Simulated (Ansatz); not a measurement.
**BaTiO3: equation of state with PBE**

BaTiO3:

```
CELL_PARAMETERS angstrom
2.82737 1.63238 2.31839
-2.82737 1.63238 2.31839
0.00000 -3.26476 2.31839
ATOMIC_POSITIONS crystal
Ba 0.00000 0.00000 0.00000
Ti 0.48450 0.48450 0.48450
O 0.50860 0.01750 0.50860
O 0.01750 0.50860 0.50860
O 0.50860 0.50860 0.01750
```

| Property | Result |
| --- | --- |
| Program | Ansatz 0.2.0 |
| Task | equation of state |
| Functional | PBE |
| Potentials or basis | all-electron LAPW, scalar-relativistic |
| Basis error allowed | 0.001 eV/atom |
| k mesh | 7 × 7 × 7 |
| Occupations | fermi-dirac, width 0.05 eV |
| Spin | no spin polarisation |

```yaml
Equilibrium_volume: 13.23 Å³/atom
Bulk_modulus_at_fixed_shape_and_positions: 157 GPa
Pressure_derivative_of_the_bulk_modulus: 4.5
```

Energy against volume, from the lowest point:
```csv
volume (Å³/atom),energy (meV/atom)
12.070,58.38
12.327,33.86
12.583,16.44
12.840,5.41
13.097,0.12
13.354,0.00
13.611,4.51
```

All runs of the series together: 11 min on 4 threads of AMD EPYC (Zen 3) (shared host).

Caveat: the cell was scaled at fixed shape and fractional positions, which overstates the stiffness of a crystal with free parameters, most of all of layers and chains. Spin-orbit coupling is left out, which matters for the levels of Ba.
